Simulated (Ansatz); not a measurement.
**Zn under changes of volume**

One of the cells (15.330 Å³/atom); the others are scaled copies at fixed shape and fractional positions:

```
CELL_PARAMETERS angstrom
2.67000 0.00000 0.00000
-1.33500 2.31229 0.00000
0.00000 0.00000 4.96600
ATOMIC_POSITIONS crystal
Zn 0.66667 0.33333 0.75000
Zn 0.33333 0.66667 0.25000
```

| Quantity | Value |
| --- | --- |
| Program | Ansatz 0.2.0 |
| Functional | PBEsol |
| Potentials or basis | all-electron LAPW, scalar-relativistic |
| Cutoff | 285 eV (chosen from the basis error) |
| Basis error allowed | 0.0005 eV/atom |
| k mesh | 11 × 11 × 6 |
| Occupations | fermi-dirac, width 0.05 eV |
| Spin | no spin polarisation |

```tsv
volume (Å³/atom)	energy over the lowest point (meV/atom)	pressure (GPa)
14.410	0.00	-1.1
14.716	3.77	-2.8
15.023	10.61	-4.3
15.330	20.14	-5.6
15.636	?	?
15.943	45.96	-7.8
16.249	61.68	-8.6
```

**Question.** What does the run at 15.636 Å³/atom give?

**Answer.** Energy over the lowest point 32.02 meV/atom; pressure -6.8 GPa.

Worked out: A Birch-Murnaghan fit of order 3 (a polynomial in V^(-2/3)) to the other rows has its minimum at 14.23 Å³/atom, just outside them, with B0 = V·E''(V) = 91 GPa and B' = 5.0 at fixed shape and positions, which overstates the stiffness. It gives 32.00 meV/atom at 15.636 Å³/atom, against the run's 32.02, and -dE/dV = -6.8 GPa, against -6.8.

Energies are extrapolated to zero smearing.
